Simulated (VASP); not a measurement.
Te2Mo:

```
Te Mo
1.0
     6.33000    0.00000    0.00000
     0.00000    3.46900    0.00000
    -0.94679    0.00000   13.82762
Te Mo
8 4
Direct
  0.55680 0.75000 0.35160
  0.44320 0.25000 0.64840
  0.58880 0.25000 0.10450
  0.41120 0.75000 0.89550
  0.09700 0.75000 0.14860
  0.90300 0.25000 0.85140
  0.05630 0.25000 0.39550
  0.94370 0.75000 0.60450
  0.31810 0.75000 0.50660
  0.68190 0.25000 0.49340
  0.18330 0.25000 0.00740
  0.81670 0.75000 0.99260
```

| Item | Value |
| --- | --- |
| Program | VASP 6.6.1 |
| Task | relaxation of cell and atoms |
| Functional | LDA |
| Potentials or basis | VASP PAW LDA potentials, release 64 (Te, Mo_sv) |
| Cutoff | 600 eV |
| k mesh | 4 × 8 × 2 |
| Occupations | gaussian, width 0.03 eV |
| Spin | no spin polarisation |

At the start: pressure -3.2 GPa; volume 25.30 Å³/atom.

Question: How do energy, volume and symmetry change on relaxing?

Answer: Over 17 steps the energy falls by 10.7 meV/atom and the volume is 24.00 Å³/atom (-5.1 %); space group P2_1/m (No. 11, to 0.05 Å).

Step by step:
```
step  energy change (eV)  largest force (eV/Å)  pressure (GPa)  volume (Å³)
   1              0.0000                0.3573           -3.18       303.64
   2              0.1962                1.2643            6.19       282.10
   3             -0.0901                0.1980           -0.13       295.65
   4             -0.0901                0.2094           -0.07       295.49
   5             -0.0980                0.1358           -0.04       294.64
   6             -0.1026                0.1709            0.03       293.19
   7             -0.1075                0.1219           -0.01       292.70
   8             -0.1116                0.0637           -0.09       291.39
   9             -0.1165                0.0761            0.04       290.41
  10             -0.1191                0.1284            0.22       289.12
  11             -0.1230                0.1179           -0.36       289.70
  12             -0.1233                0.1195           -0.25       289.59
  13             -0.1260                0.0737            0.05       288.38
  14             -0.1260                0.0777            0.08       288.25
  15             -0.1277                0.0281           -0.01       288.17
  16             -0.1277                0.0319           -0.02       288.16
  17             -0.1278                0.0099            0.01       288.04
```

Final structure:
```xyz
12
Lattice="6.3064 0.0000 0.0098 0.0000 3.4444 0.0000 -0.9219 0.0000 13.2594" Properties=species:S:1:pos:R:3 pbc="T T T"
Te    3.1974    2.5833    4.6044
Te    2.1871    0.8611    8.6648
Te    3.6071    0.8611    1.4023
Te    1.7774    2.5833   11.8670
Te    0.4606    2.5833    2.0369
Te    4.9239    0.8611   11.2323
Te   -0.0170    0.8611    5.2299
Te    5.4014    2.5833    8.0393
Mo    1.5488    2.5833    6.7160
Mo    3.8357    0.8611    6.5533
Mo    1.1455    0.8611    0.1013
Mo    4.2389    2.5833   13.1680
```
